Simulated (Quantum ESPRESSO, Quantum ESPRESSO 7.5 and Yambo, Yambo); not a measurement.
## A GW chain in Yambo: KBr (Fm-3m)

Aim: the G0W0 gap of KBr (Fm-3m) on PBE, step by step.

Method: PBE and many-body steps on it, plane waves, in Quantum ESPRESSO 7.5 and Yambo 5.3.0.

Report form: the programs' logs are mostly left out.

### 1. The starting structure

Symmetry: Fm-3m, No. 225, cubic system. Conventional cell: a = 6.600 Å, b = 6.600 Å, c = 6.600 Å, α = 90.00°, β = 90.00°, γ = 90.00°. Nearest to K lie 6 Br at 3.30 Å. Nearest to Br lie 6 K at 3.30 Å. Farther neighbours and most contacts between anions are not listed.

Coordinates:

```cif
data_structure
_symmetry_space_group_name_H-M 'P 1'
_symmetry_Int_Tables_number 1
_cell_length_a 4.6669
_cell_length_b 4.6669
_cell_length_c 4.6669
_cell_angle_alpha 60.000
_cell_angle_beta 60.000
_cell_angle_gamma 60.000
_cell_volume 71.87
loop_
_atom_site_label
_atom_site_type_symbol
_atom_site_fract_x
_atom_site_fract_y
_atom_site_fract_z
_atom_site_occupancy
K1 K 0.00000 0.00000 0.00000 1
Br2 Br 0.50000 0.50000 0.50000 1
```

The cell and positions come from the Crystallography Open Database and are kept as given unless a step says otherwise.

### 2. Ground state

This step: Quantum ESPRESSO 7.5; DFT, PBE, plane waves, norm-conserving pseudopotentials.

The ground-state density comes first.

The input, pw.in:

```
&control
  calculation = 'scf'
  prefix = 'x'
  outdir = 'o'
  pseudo_dir = 'pseudo'
/
&system
  ibrav = 0
  nat = 2
  ntyp = 2
  ecutwfc = 76.0
  nbnd = 18
  force_symmorphic = .true.
/
&electrons
  conv_thr = 1e-10
  electron_maxstep = 80
  mixing_beta = 0.5
/
ATOMIC_SPECIES
  K 39.098 K.upf
  Br 79.904 Br.upf
CELL_PARAMETERS angstrom
  0.0000000000 3.3000000000 3.3000000000
  3.3000000000 0.0000000000 3.3000000000
  3.3000000000 3.3000000000 0.0000000000
ATOMIC_POSITIONS crystal
  K 0.0000000000 0.0000000000 0.0000000000
  Br 0.5000000000 0.5000000000 0.5000000000
K_POINTS automatic
  6 6 6 0 0 0
```

The run is started by

```console
> OMP_NUM_THREADS=1 mpirun -n 4 pw.x -nk 4 -in pw.in > pw.out
```

It took 10 s on 4 MPI ranks of Arm Neoverse V1, shared host; peak memory 0.3 GiB.

Numbers from this step:

```
total energy               : -4505.1413 eV
gap                        : 4.436 eV
k of the valence top       : 0, 0, 0
k of the conduction bottom : 0, 0, 0
least direct gap           : 4.436 eV
```

The gap is direct, at Γ.

### 3. Bands along the symmetry lines

Levels along a band path, at the cheap level, show where the edges lie and whether the meshes to come will hold them.

The input, pw.in:

```
&control
  calculation = 'bands'
  prefix = 'x'
  outdir = 'o'
  pseudo_dir = 'pseudo'
/
&system
  ibrav = 0
  nat = 2
  ntyp = 2
  ecutwfc = 76.0
  nbnd = 19
  force_symmorphic = .true.
/
&electrons
  conv_thr = 1e-9
  electron_maxstep = 80
  diago_full_acc = .true.
  diago_thr_init = 5e-6
/
ATOMIC_SPECIES
  K 39.098 K.upf
  Br 79.904 Br.upf
CELL_PARAMETERS angstrom
  0.0000000000 3.3000000000 3.3000000000
  3.3000000000 0.0000000000 3.3000000000
  3.3000000000 3.3000000000 0.0000000000
ATOMIC_POSITIONS crystal
  K 0.0000000000 0.0000000000 0.0000000000
  Br 0.5000000000 0.5000000000 0.5000000000
K_POINTS crystal
  50
  0.00000000 0.00000000 0.00000000 1
  0.06250000 0.00000000 0.06250000 1
  0.12500000 0.00000000 0.12500000 1
  0.18750000 0.00000000 0.18750000 1
  0.25000000 0.00000000 0.25000000 1
  0.31250000 0.00000000 0.31250000 1
  0.37500000 0.00000000 0.37500000 1
  0.43750000 0.00000000 0.43750000 1
  0.50000000 0.00000000 0.50000000 1
  0.51562500 0.03125000 0.51562500 1
  0.53125000 0.06250000 0.53125000 1
  0.54687500 0.09375000 0.54687500 1
  0.56250000 0.12500000 0.56250000 1
  0.57812500 0.15625000 0.57812500 1
  0.59375000 0.18750000 0.59375000 1
  0.60937500 0.21875000 0.60937500 1
  0.62500000 0.25000000 0.62500000 1
  0.37500000 0.37500000 0.75000000 1
  0.32812500 0.32812500 0.65625000 1
  0.28125000 0.28125000 0.56250000 1
  0.23437500 0.23437500 0.46875000 1
  0.18750000 0.18750000 0.37500000 1
  0.14062500 0.14062500 0.28125000 1
  0.09375000 0.09375000 0.18750000 1
  0.04687500 0.04687500 0.09375000 1
  0.00000000 0.00000000 0.00000000 1
  0.06250000 0.06250000 0.06250000 1
  0.12500000 0.12500000 0.12500000 1
  0.18750000 0.18750000 0.18750000 1
  0.25000000 0.25000000 0.25000000 1
  0.31250000 0.31250000 0.31250000 1
  0.37500000 0.37500000 0.37500000 1
  0.43750000 0.43750000 0.43750000 1
  0.50000000 0.50000000 0.50000000 1
  0.50000000 0.46875000 0.53125000 1
  0.50000000 0.43750000 0.56250000 1
  0.50000000 0.40625000 0.59375000 1
  0.50000000 0.37500000 0.62500000 1
  0.50000000 0.34375000 0.65625000 1
  0.50000000 0.31250000 0.68750000 1
  0.50000000 0.28125000 0.71875000 1
  0.50000000 0.25000000 0.75000000 1
  0.50000000 0.21875000 0.71875000 1
  0.50000000 0.18750000 0.68750000 1
  0.50000000 0.15625000 0.65625000 1
  0.50000000 0.12500000 0.62500000 1
  0.50000000 0.09375000 0.59375000 1
  0.50000000 0.06250000 0.56250000 1
  0.50000000 0.03125000 0.53125000 1
  0.50000000 0.00000000 0.50000000 1
```

It took 10 s on 4 MPI ranks; peak memory 0.26 GiB.

Numbers from this step:

- gap: 4.436 eV
- k of the valence top: 0, 0, 0
- k of the conduction bottom: 0, 0, 0
- least direct gap: 4.436 eV

The gap is 4.436 eV, as in the run before at this level.

Electronic bands along the path, in eV, zero at the top of the highest filled band:

```tsv
point	band 10	band 11	band 12	band 13	band 14	band 15	band 16	band 17
Γ	-11.26	0.00	0.00	0.00	4.44	7.61	7.61	7.61
halfway	-11.17	-0.71	-0.16	-0.16	5.90	6.54	8.84	9.05
X	-11.29	-0.81	-0.28	-0.28	5.87	7.20	9.36	9.51
halfway	-11.26	-0.78	-0.40	-0.30	6.08	7.46	9.12	9.51
U	-11.18	-0.69	-0.64	-0.33	6.60	8.16	8.46	9.16
jump to K	-11.18	-0.69	-0.64	-0.33	6.60	8.16	8.46	9.16
halfway	-11.10	-0.78	-0.24	-0.24	6.16	7.28	8.38	8.88
Γ	-11.26	0.00	0.00	0.00	4.44	7.61	7.61	7.61
halfway	-11.12	-0.67	-0.17	-0.17	5.69	7.49	8.31	8.31
L	-11.01	-1.18	-0.33	-0.33	6.59	8.23	9.74	9.74
halfway	-11.09	-0.96	-0.47	-0.36	7.02	7.80	8.89	9.31
W	-11.16	-0.59	-0.59	-0.54	7.39	7.39	8.26	9.00
halfway	-11.22	-0.75	-0.41	-0.38	6.29	7.66	8.73	9.39
X	-11.29	-0.81	-0.28	-0.28	5.87	7.20	9.36	9.51
```

### 4. Empty states on the mesh, 4×4×4 mesh, 474 bands

The sums over transitions need many empty states on a uniform mesh; this step solves for them.

The input, pw.in:

```
&control
  calculation = 'nscf'
  prefix = 'x'
  outdir = 'o'
  pseudo_dir = 'pseudo'
/
&system
  ibrav = 0
  nat = 2
  ntyp = 2
  ecutwfc = 76.0
  nbnd = 474
  force_symmorphic = .true.
/
&electrons
  conv_thr = 1e-9
  electron_maxstep = 80
  diago_full_acc = .true.
  diago_thr_init = 5e-6
/
ATOMIC_SPECIES
  K 39.098 K.upf
  Br 79.904 Br.upf
CELL_PARAMETERS angstrom
  0.0000000000 3.3000000000 3.3000000000
  3.3000000000 0.0000000000 3.3000000000
  3.3000000000 3.3000000000 0.0000000000
ATOMIC_POSITIONS crystal
  K 0.0000000000 0.0000000000 0.0000000000
  Br 0.5000000000 0.5000000000 0.5000000000
K_POINTS automatic
  4 4 4 0 0 0
```

Run time: 94 s. Hardware: 4 MPI ranks; peak memory 1.2 GiB.

Numbers from this step:

| Property | Result |
| --- | --- |
| gap | 4.436 eV |
| k of the valence top | 0, 0, 0 |
| k of the conduction bottom | 0, 0, 0 |
| least direct gap | 4.436 eV |
| k points computed | 8 |
| lowest point of the top converged band, above the valence top | 191.6108 eV |

On this mesh the gap is 4.436 eV.

### 5. Conversion and set-up

This step: Yambo 5.3.0; conversion and set-up on PBE, plane waves, norm-conserving pseudopotentials.

The states are converted to the many-body program's format and the q mesh is built.

The run is started by

```console
> (cd o/x.save; p2y > p2y.log; mv SAVE ../..); yambo > setup.log
```

Run time: 3.4 s. Hardware: 1 MPI rank; peak memory 0.26 GiB.

### 6. Screening and self-energy, 4×4×4 mesh, 201 bands, screening to 210.9 eV

Now the one-shot GW correction: screening in the RPA, then the self-energy of the levels asked for.

This step: G0W0 on PBE, plane waves, norm-conserving pseudopotentials.

The input, gw2.in:

```
HF_and_locXC
gw0
dyson
ppa
em1d
rim_cut
RandQpts= 1000000
RandGvec= 1 RL
EXXRLvcs= 76 Ry
VXCRLvcs= 304 Ry
Chimod= "HARTREE"
% BndsRnXp
 1 | 201 |
%
NGsBlkXp= 15.5 Ry
% LongDrXp
 1 | 1 | 1 |
%
% GbndRnge
 1 | 201 |
%
DysSolver= "n"
ExtendOut
PPAPntXp= 27.21138 eV
% QPkrange
 1 | 1 | 12 | 15 |
%
```

The run is started by

```console
> OMP_NUM_THREADS=1 mpirun -n 4 yambo -F gw2.in -J gw2 -C gw2 > gw2.log
```

It took 6.3 min on 4 MPI ranks; peak memory 2.1 GiB.

Numbers from this step:

```
G0W0 gap on the points computed              : 7.728 eV
starting gap on the mesh                     : 4.436 eV
k of the valence top                         : 0, 0, 0
k of the conduction bottom                   : 0, 0, 0
least direct G0W0 gap on the computed points : 7.728 eV
Z at the valence top                         : 0.8279
Z at the conduction bottom                   : 0.8736
```

The gap on the mesh goes from 4.44 eV to 7.73 eV, a correction of +3.29 eV.

Limits: finite bands, cutoff and mesh; no spin-orbit coupling. v1 is the top filled band, c1 the lowest empty one. The levels before and after the correction (eV, zero at the valence-band top of each column):

```tsv
	conduction bottom	valence top
Kohn-Sham	4.44	0.00
G0W0	7.73	0.00
```

```tsv
	level	energy (eV)
Kohn-Sham	Γ v2-v1	0.000
Kohn-Sham	Γ c1	4.436
Kohn-Sham	Γ c2	7.609
G0W0	Γ v2-v1	0.000
G0W0	Γ c1	7.728
G0W0	Γ c2	11.841
```

### 7. Where the time went

Times are wall times on the hardware named with each run, good to a factor of about two.

```tsv
step	time	share	memory (GiB)
ground state	10 s	2 %	0.3
bands along the symmetry lines	10 s	2 %	0.26
empty states on the mesh	94 s	19 %	1.2
conversion and set-up	3.4 s	1 %	0.26
screening and self-energy	6.3 min	76 %	2.1
```

### 8. Summary of results

* PBE gap: 4.44 eV, direct
* G0W0 gap on the mesh: 7.73 eV
* GW settings: 4×4×4 mesh, 201 bands, screening to 210.9 eV, Godby-Needs plasmon pole
* known limits: not at the basis limit; no spin-orbit coupling

G0W0 moves the gap on the mesh from 4.44 eV to 7.73 eV (+3.29 eV), with Z of 0.83 and 0.87 at the edges. Only 1 of the mesh's irreducible points was corrected, so a valley elsewhere could overtake. The dearest step here is «screening and self-energy». Bands and cutoff are finite, so the gap is not at the basis limit. The miss can reach some tenths of an eV and take either sign; the mesh is an error of its own. In the G0W0 run levels were corrected at 1 k point alone, so a gap called «on the mesh» is the least over those, and an edge elsewhere would be missed. The many-body steps are scalar-relativistic: spin-orbit coupling is not in them.

[Paths, hosts, dates, memory and timing lines, banners, echoed tables and standing remarks are left out of the program output.]

[Logs are printed without paths, hosts, clocks, repeated set-up lines and the standing remarks that a program may print on its own settings, such as how far it seeks lower states.]

[Runs of the session that timed out or met a known fault of the program may be left out.]

[Hosts, paths, dates, database ids (printed as entryN), source tags and the programs' standing remarks are cut or masked in the printed files.]
